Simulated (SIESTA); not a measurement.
**As under changes of volume**

One of the cells (19.764 Å³/atom); the others are scaled copies at fixed shape and fractional positions:

```
As
1.0
     2.70368    0.00000    0.00000
     0.00000    2.70368    0.00000
     0.00000    0.00000    2.70368
As
1
Direct
  0.50000 0.50000 0.50000
```

This isn't the form of As at room conditions, which is rhombohedral.

```yaml
Program: SIESTA 5.4.2
Functional: PBEsol
Potentials_or_basis: PseudoDojo 0.4 standard (PBEsol files)
Basis: DZP (energy shift 0.003 Ry; two zetas on semicore shells)
Grid_cutoff: 500 Ry
Energy_shift: 0.003 Ry
k_mesh: 10 × 10 × 10
Occupations: fermi-dirac, width 0.05 eV
Spin: no spin polarisation
```

```csv
volume (Å³/atom),energy over the lowest point (meV/atom),pressure (GPa)
18.578,29.89,7.4
18.973,14.57,5.0
19.368,6.21,3.0
19.764,0.76,1.3
20.159,0.00,-0.5
20.554,2.91,-1.9
20.949,?,?
```

Q: What does the run at 20.949 Å³/atom give?

A: Energy over the lowest point 9.31 meV/atom; pressure -3.2 GPa.

Worked out: A Birch-Murnaghan fit of order 3 (a polynomial in V^(-2/3)) to the other rows has its minimum at 20.04 Å³/atom with B0 = V·E''(V) = 74 GPa and B' = 6.7. It gives 8.44 meV/atom at 20.949 Å³/atom, against the run's 9.31, and -dE/dV = -2.8 GPa, against -3.2.

Energies are extrapolated to zero smearing.

Caveats: the basis of atomic orbitals isn't converged, which shifts pressures, moduli and gaps.
